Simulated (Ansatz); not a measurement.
Space group Fm-3m (No. 225). a = 3.780 Å, b = 3.780 Å, c = 3.780 Å, α = 90.00°, β = 90.00°, γ = 90.00°
```tsv
atom	site	symmetry	x	y	z
Rh	4a	m-3m	0.0000	0.0000	0.0000
```

Equation of state of this Rh structure (not necessarily the ground state), with shape and atoms relaxed at each volume where symmetry leaves them free. It has no gap at any of these volumes. Method: DFT PBEsol, scalar-relativistic, plane waves, PAW in Ansatz.

Settings: cutoff 420 eV, Γ-centred mesh 18×18×18 on the computed 1-atom cell, Gaussian smearing of 0.10 eV; no spin polarisation.

```json
{"V (Å³/atom)": "11.882", "E − E(largest V) (meV/atom)": "128.55", "P (GPa)": "52.21"}
{"V (Å³/atom)": "12.287", "E − E(largest V) (meV/atom)": "18.59", "P (GPa)": "35.42"}
{"V (Å³/atom)": "12.692", "E − E(largest V) (meV/atom)": "-52.56", "P (GPa)": "21.41"}
{"V (Å³/atom)": "13.097", "E − E(largest V) (meV/atom)": "-91.32", "P (GPa)": "9.73"}
{"V (Å³/atom)": "13.502", "E − E(largest V) (meV/atom)": "-103.08", "P (GPa)": "0.00"}
{"V (Å³/atom)": "13.907", "E − E(largest V) (meV/atom)": "-92.35", "P (GPa)": "-8.10"}
{"V (Å³/atom)": "14.312", "E − E(largest V) (meV/atom)": "-62.90", "P (GPa)": "-14.83"}
{"V (Å³/atom)": "14.853", "E − E(largest V) (meV/atom)": "0.00", "P (GPa)": "-22.04"}
```

Q: Fit a third-order Birch–Murnaghan equation to E(V).

A: V0 = 13.50 Å³/atom, B0 = 296 GPa, B0' = 5.1.